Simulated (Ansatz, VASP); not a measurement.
BeTe in VASP and in Ansatz

INCAR

```
PREC = Accurate ; ENCUT = 520
EDIFF = 1E-6 ; ISMEAR = 0
SIGMA = 0.01 ; LREAL = F
LASPH = T ; NELM = 60
ALGO = Normal ; ISIF = 2
LWAVE = F ; LCHARG = F
GGA = PS ; NBANDS = 11
```

The input KPOINTS:

```
regular mesh
0
Gamma
  8 8 8
```

Contents of POSCAR:

```
BeTe
1.0
    0.0000000000      2.8027859738      2.8027859738
    2.8027859738      0.0000000000      2.8027859738
    2.8027859738      2.8027859738      0.0000000000
Be Te
1 1
Direct
    0.0000000000      0.0000000000      0.0000000000
    0.7500000000      0.7500000000      0.7500000000
```

Input for Ansatz:

```yaml
crystal:
  lattice:
    - [0.0, 2.80278597383, 2.80278597383]
    - [2.80278597383, 0.0, 2.80278597383]
    - [2.80278597383, 2.80278597383, 0.0]
  atoms:
    - { symbol: Be, position: [0.0, 0.0, 0.0] }
    - { symbol: Te, position: [0.75, 0.75, 0.75] }
kpoints:
  mp_grid: { grid: [8, 8, 8] }
scf:
  occupations: { method: fixed }
hamiltonian:
  xc: pbesol
  pseudopotentials: { kind: all_electron, lapw: { basis_error: 0.001 } }
output:
  forces: true
  stress: true
  eigenvalues: true
  eigenstates:
    nscf_kmesh: { grid: [12, 12, 12] }
    de_dk: true
    e_range: [-9, 11.83724815952]
  optics:
    e_range: [0, 20]
    de: 0.2
    sigma: 0.1
    bands: { spectra_wanted_up_to: 20 }
    nscf_kmesh: { grid: [12, 12, 12] }
checkpoint:
  write: ck
  write_wavefunctions: false
```

Alike in both runs: task single point; functional PBEsol; k mesh 8 × 8 × 8; no spin polarisation.

|  | VASP | Ansatz |
| --- | --- | --- |
| version | VASP 6.6.1 | Ansatz 0.2.0 |
| potentials or method | VASP PAW PBE potentials, release 64 (Be, Te) | all-electron LAPW, scalar-relativistic |
| plane-wave cutoff (eV) | 520 | see its input |
| occupations | gaussian, width 0.01 eV | fixed |

```csv
,VASP,Ansatz,Ansatz less VASP
gap on the k mesh at the Fermi level (eV),1.82,1.84,+0.018
pressure (GPa),0.2,0.0,-0.26
```

Ansatz ran all-electron here, so the differences hold the error of VASP's frozen core and of both bases.

Caveats: the PAW data sets were made with another functional, which shifts forces and pressure a little (VASP); spin-orbit coupling is left out, which moves the levels of the heavy elements. A k mesh can miss the band edges.
